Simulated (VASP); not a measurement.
**Rh: relaxation of the atoms with PBE**

Rh, a slab with vacuum:

```
CELL_PARAMETERS angstrom
2.71935 0.00000 0.00000
-1.35967 2.35502 0.00000
0.00000 0.00000 25.63240
ATOMIC_POSITIONS crystal
Rh 0.66667 0.33333 0.41441
Rh 0.33333 0.66667 0.50000
Rh 0.00000 0.00000 0.58559
```

The cell was built by a generator and needn't be a form met in nature.

```yaml
Program: VASP 6.6.1
Task: relaxation of the atoms
Functional: PBE
Potentials_or_basis: VASP PAW PBE potentials, release 64 (Rh_pv)
Cutoff: 520 eV
k_mesh: 14 × 14 × 1
Occupations: methfessel-paxton, width 0.1 eV
Spin: no spin polarisation
Dipole_correction: yes
Further_INCAR_settings: ALGO = Normal; EDIFF = 1e-06; IBRION = 2; EDIFFG = -0.02; NSW = 90
```

```json
{
  "Energy gained by relaxing": "6.0 meV/atom",
  "Ionic steps": "3",
  "Largest force after relaxing": "0.015 eV/Å",
  "Band gap on the k mesh": "none (metal or under the smearing width)"
}
```

Forces on the atoms (eV/Å):
```
Rh   0.000  0.000  0.015
Rh   0.000  0.000  0.000
Rh   0.000  0.000 -0.015
```

Step by step:
```csv
step,energy change (eV),largest force (eV/Å),pressure (GPa)
1,0.0000,0.3837,-2.53
2,-0.0115,0.2342,-2.18
3,-0.0179,0.0146,-1.65
```

Final structure:
```cif
data_structure
_symmetry_space_group_name_H-M 'P 1'
_symmetry_Int_Tables_number 1
_cell_length_a 2.7193
_cell_length_b 2.7193
_cell_length_c 25.6324
_cell_angle_alpha 90.000
_cell_angle_beta 90.000
_cell_angle_gamma 120.000
_cell_volume 164.15
loop_
_atom_site_label
_atom_site_type_symbol
_atom_site_fract_x
_atom_site_fract_y
_atom_site_fract_z
_atom_site_occupancy
Rh1 Rh 0.66667 0.33333 0.41611 1
Rh2 Rh 0.33333 0.66667 0.50000 1
Rh3 Rh 0.00000 0.00000 0.58389 1
```

Levels at points of the mesh, in eV from the Fermi level:
```
           k point  band 19  band 20  band 21  band 22  band 23  band 24  band 25  band 26
(0.00, 0.00, 0.00)    -2.31    -2.31    -0.95    -0.95    -0.39    -0.39    -0.26     0.41
(0.50, 0.00, 0.00)    -0.78     0.25     0.27     0.54     0.89     0.97     1.97     3.85
```

Wall time 98 s on 2 MPI ranks on Intel(R) Xeon(R) Platinum 8488C (Sapphire Rapids) (shared host), peak memory 0.29 GiB a rank.
